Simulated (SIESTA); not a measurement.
W:

```
W
1.0
     0.00000    2.03000    2.03000
     2.03000    0.00000    2.03000
     2.03000    2.03000    0.00000
W
1
Direct
  0.00000 0.00000 0.00000
```

This isn't the form of W at room conditions, which is bcc.

- Program: SIESTA 5.4.2
- Task: relaxation of cell and atoms
- Functional: LDA
- Potentials or basis: PseudoDojo 0.5 stringent (PBE files)
- Basis: DZP (energy shift 0.005 Ry)
- Grid cutoff: 800 Ry
- Energy shift: 0.005 Ry
- k mesh: 8 × 8 × 8
- Occupations: fermi-dirac, width 0.05 eV
- Spin: no spin polarisation

At the start: pressure -15.2 GPa; volume 16.73 Å³/atom.

Problem. How do energy, volume and symmetry change on relaxing?

Solution. Over 5 steps the energy falls by 43.2 meV/atom and the volume is 15.89 Å³/atom (-5.0 %); space group Fm-3m (No. 225, to 0.05 Å).

The path:
| step | energy change (eV) | largest force (eV/Å) | pressure (GPa) | volume (Å³) |
| --- | --- | --- | --- | --- |
| 1 | 0.0000 | 0.0000 | -15.18 | 16.73 |
| 2 | -0.0060 | 0.0000 | -14.04 | 16.67 |
| 3 | -0.0431 | 0.0000 | -0.40 | 15.91 |
| 4 | -0.0432 | 0.0000 | 0.09 | 15.88 |
| 5 | -0.0432 | 0.0000 | -0.04 | 15.89 |

Final structure:
```xyz
1
Lattice="0.0000 1.9954 1.9954 1.9954 0.0000 1.9954 1.9954 1.9954 0.0000" Properties=species:S:1:pos:R:3 pbc="T T T"
W     0.0000    0.0000    0.0000
```

Caveat: semicore shells carry a single zeta, which can move pressures by several GPa and volumes by a few percent; the potentials were made for another functional, which shifts forces and pressure; the basis of atomic orbitals isn't converged, which shifts pressures, moduli and gaps.
